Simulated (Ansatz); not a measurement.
# 1T-VSSe bilayer (like faces together) in a perpendicular field, part 2 of 2

Wanted: the out-of-plane response of the 1T-VSSe bilayer (like faces together). A positive field points along +c.

Ansatz 0.2.0; plane-wave DFT, PBE-D3(BJ), Ansatz PAW.

So far. Step 9 (Response, atoms held): The induced dipole is that of a conductor 11.22 Å thick. Step 10 (Field on, atoms free, field 0.1 V/Å): The dipole is 0.0544 e·Å.

### 11. Field on, atoms free, field -0.1 V/Å

The opposite sign, again from the field-free geometry; the difference of the two cancels what relaxes without a field.

The input, input.yaml:

```yaml
crystal:
  lattice:
    - [3.2037129874, 0.0, 0.0]
    - [-1.6018564937, 2.7744968335, 0.0]
    - [0.0, 0.0, 26.9073742737]
  atoms:
    - { symbol: Se, position: [0.6666666667, 0.3333333333, 0.3344807973] }
    - { symbol: V, position: [0.0, 0.0, 0.3957911815] }
    - { symbol: S, position: [0.3333333333, 0.6666666667, 0.4482018179] }
    - { symbol: Se, position: [0.0, 0.0, 0.6655192027] }
    - { symbol: V, position: [0.3333333333, 0.6666666667, 0.604247561] }
    - { symbol: S, position: [0.6666666667, 0.3333333333, 0.5517330069] }
kpoints:
  mp_grid: { grid: [12, 12, 1] }
hamiltonian:
  xc: pbe
  dispersion: d3bj
scf:
  occupations: { method: fermi_dirac, width: 0.05 }
  convergence: { dr2_threshold: 1.0e-10 }
efield:
  axis: 3
  dipole_correction: true
  ramp_position: 0.9591
  ramp_width: 0.0818
  amplitude: -0.1
relax:
  f_tol: 0.001
  max_steps: 60
output:
  write_potential: true
  write_density: true
  volumetric_format: npy
```

Command:

```sh
ansatz run input.yaml --threads 4 --pin off --max-ram 6144MiB --backend cpu --events-out ev --progress --plain --runs-dir out
```

Run time: 6.3 s. Hardware: 4 threads of Intel Xeon 6975P-C (Granite Rapids), shared host; peak memory 0.69 GiB.

No atom moved by 0.005 Å in the relaxation.

Numbers from this step:

```
energy at zero smearing : -18573.9881 eV
dipole along the normal : -0.05557 e·Å
```

The relaxation took 3 steps and lowered the energy by 1.3e-6 eV; the largest force on the free atoms ends at 4.5e-4 eV/Å.

The dipole is -0.0556 e·Å.

### 12. Response, atoms relaxed

This step: plane-wave DFT, PBE-D3(BJ), Ansatz PAW; response to a field along the normal, atoms relaxed (Ansatz 0.2.0).

The same analysis on the two relaxed runs holds the ionic part too; their mesh is coarser, so small differences from the held value can come from that.

This step gave:

```yaml
equivalent_conductor_thickness_p_eps_0ae: 11.19 Å
distance_between_the_outer_atoms: 8.908 Å
```

Dipole of the cell against applied field:

| applied field (V/Å) | dipole of the cell (e·Å) |
| --- | --- |
| -0.1000 | -0.0556 |
| 0.1000 | 0.0544 |

Local field over the applied field, running mean. From the potentials at -0.1 and 0.1 V/Å; running mean over 2.5 Å. Table of local field over applied field by z:

| z (Å) | local field over applied field |
| --- | --- |
| 5 | 0.995 |
| 6 | 0.959 |
| 7 | 0.781 |
| 8 | 0.438 |
| 9 | 0.116 |
| 10 | 0.0362 |
| 11 | 0.0348 |
| 12 | 0.0101 |
| 13 | 0.00859 |
| 14 | -0.0123 |
| 15 | 0.00713 |
| 16 | 0.0261 |
| 17 | 0.0302 |
| 18 | 0.140 |
| 19 | 0.472 |
| 20 | 0.820 |
| 21 | 0.966 |
| 22 | 0.996 |

The induced electron density oscillates, so the rows of the table below give means over windows of 2.39 Å about each position, cut where the curve ends. Its maxima inside the range that stand out by 2 % of the span (Å: e/Å³ per V/Å): 7.9: 0.00353, 9.3: 0.00248, 10.3: 0.00581, 11.7: -8.7e-5, 15.8: 8.4e-4, 16.6: 1.1e-4, 18.1: 0.0111. Its minima: 8.8: -2.7e-4, 9.7: 0.00117, 11.1: -0.00603, 12.7: -7.8e-4, 16.3: -8.4e-4, 17.6: -0.0133, 19.1: -0.00287.

Electrons, planar mean, per unit field. Induced electron density against z; means over each step:

| z (Å) | induced electron density (e/Å³ per V/Å) |
| --- | --- |
| 5.23 | 9.2e-5 |
| 7.62 | 0.00180 |
| 10.01 | 1.0e-3 |
| 12.40 | -6.0e-4 |
| 14.79 | -2.4e-5 |
| 17.18 | -0.00108 |
| 19.57 | -0.00114 |
| 21.96 | -5.8e-5 |

The induced dipole is that of a conductor 11.19 Å thick.

### 13. Varying the input: scf.convergence.dr2_threshold = 1e-06

This step: plane-wave DFT, PBE-D3(BJ), Ansatz PAW (Ansatz 0.2.0).

A run with a changed input: it repeats the earlier run at 0.03 V/Å with scf.convergence.dr2_threshold from 1e-10 to 1e-06.

input.yaml, the sections that differ from step 11:

```yaml
kpoints:
  mp_grid: { grid: [18, 18, 1] }
  band_path:
    path: [[0, 0, 0], [0.5, 0, 0], [0.33333333, 0.33333333, 0], [0, 0, 0]]
    npoints: 16
scf:
  occupations: { method: fermi_dirac, width: 0.05 }
  convergence: { dr2_threshold: 1.0e-06 }
efield:
  axis: 3
  dipole_correction: true
  ramp_position: 0.97
  ramp_width: 0.06
  amplitude: 0.03
# crystal, hamiltonian, output: as in step 11
# relax: removed
```

It took 7.4 s on 4 threads; peak memory 0.84 GiB.

This step gave:

```yaml
energy_at_zero_smearing: -18573.9755 eV
dipole_along_the_normal: 0.01545 e·Å
```

Electronic bands along the path, in eV, zero at the Fermi level:

| point | band 32 | band 33 | band 34 | band 35 | band 36 | band 37 | band 38 | band 39 |
| --- | --- | --- | --- | --- | --- | --- | --- | --- |
| Γ | -0.07 | -0.07 | -0.06 | -0.06 | 0.77 | 0.85 | 0.85 | 0.95 |
| halfway | -1.59 | -0.97 | -0.92 | -0.39 | -0.26 | 0.98 | 1.18 | 1.21 |
| M | -2.34 | -1.03 | -0.90 | -0.83 | -0.72 | 1.00 | 1.02 | 1.49 |
| halfway | -2.68 | -2.51 | -2.43 | 0.14 | 0.23 | 1.06 | 1.09 | 1.32 |
| K | -2.88 | -2.86 | -2.72 | 0.82 | 0.88 | 0.95 | 0.95 | 0.97 |
| halfway | -2.07 | -1.56 | -1.53 | 0.06 | 0.10 | 0.72 | 0.85 | 1.29 |
| Γ | -0.07 | -0.07 | -0.06 | -0.06 | 0.77 | 0.85 | 0.85 | 0.95 |

| quantity | this run | earlier run | difference |
| --- | --- | --- | --- |
| dipole along the normal (e·Å) | 0.01545 | 0.01578 | -3.4e-4 |

It moves by -0.000337 e·Å.

Of the bands kept, 2 cross the Fermi level on this path.

### 14. Varying the input

An input spoilt on purpose, to show how the run answers: it repeats the earlier run at 0.03 V/Å with efield.ramp_width from 0.06 to 0.9, and scf.max_iter set to 50.

Edit input.yaml of step 13 so:

```diff
@@ -22,3 +22,4 @@
   occupations: { method: fermi_dirac, width: 0.05 }
-  convergence: { dr2_threshold: 1.0e-06 }
+  convergence: { dr2_threshold: 1.0e-10 }
+  max_iter: 50
 efield:
@@ -27,3 +28,3 @@
   ramp_position: 0.97
-  ramp_width: 0.06
+  ramp_width: 0.9
   amplitude: 0.03
```

Elapsed: 0.22 s, on 4 threads; peak memory 0.44 GiB.

The program refused the input before any cycle.

The program's message: “Error: efield: ion 0 (Se) at fractional coordinate 0.3345 along the field axis lies inside the sawtooth ramp with 2 of the planes that the density is read on at each end, [0.9589, 0.8811] — the ramp m …”

The fault put into the input: a ramp so wide that it reaches the atoms.

### 15. Outcome

```yaml
gap_without_field: none
work_function_upper_face: 4.90 eV
equivalent_conductor_thickness_atoms_held: 11.2 Å
equivalent_conductor_thickness_atoms_relaxed: 11.2 Å
```

What this shows: The induced dipole equals that of a perfect conductor 11.22 Å thick, while the outer atoms lie 8.91 Å apart. There is no gap over 0.03 eV, with or without the field. The first relaxation ran with spin and lost its moment, and the later runs have none; other magnetic states were not tried. Spin-orbit coupling is left out.

[Logs are printed without paths, hosts, clocks, repeated set-up lines and the standing remarks that a program may print on its own settings, such as how far it seeks lower states.]

[Hosts, paths, dates, database ids (printed as entryN), source tags and the programs' standing remarks are cut or masked in the printed files.]

[Maps of the electrostatic potential energy from Ansatz leave out the sawtooth potential of an applied field or a dipole correction, so their vacuum need not be flat; planar profiles and work functions include it.]
